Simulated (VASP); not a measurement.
Runs of VASP 6.6.1 on NaI. It takes space group P4/mmm (No. 123, tetragonal). Conventional cell: a = 4.346 Å, b = 4.346 Å, c = 4.523 Å, α = 90.00°, β = 90.00°, γ = 90.00°. Around Na (site symmetry 4/mmm) lie 4 I at 3.07 Å. I (site symmetry 4/mmm) has 4 Na at 3.07 Å as nearest neighbours. The cell was built by a generator and needn't be a form met in nature.

```tsv
screening parameter	gap on the mesh (eV)	pressure (GPa)
0.2	3.95	0.8
0.15	4.10	0.8
0.6	3.32	0.9
0.3	3.72	0.9
0.1	(a)	(b)
0.4	3.55	0.9
```

Alike in all rows: task single point; level HSE(alpha, omega); potentials or basis VASP PAW PBE potentials, release 64 (Na_pv, I); no spin polarisation; cell as given; k mesh 3 × 3 × 3; cutoff (eV) 520; smearing fermi-dirac 0.05 eV; the mesh is coarse, so values aren't converged.

**Question.** Fill in the values left out.

**Answer.** (a) 4.28; (b) 0.7.

Caveats: all runs use coarse meshes; the PAW data sets were made with another functional, which shifts forces and pressure a little; spin-orbit coupling is left out, which moves the levels of the heavy elements; an odd mesh through Γ misses points on the zone boundary, where band edges often lie.

A k mesh can miss the band edges, and the runs leave out spin-orbit coupling on I.
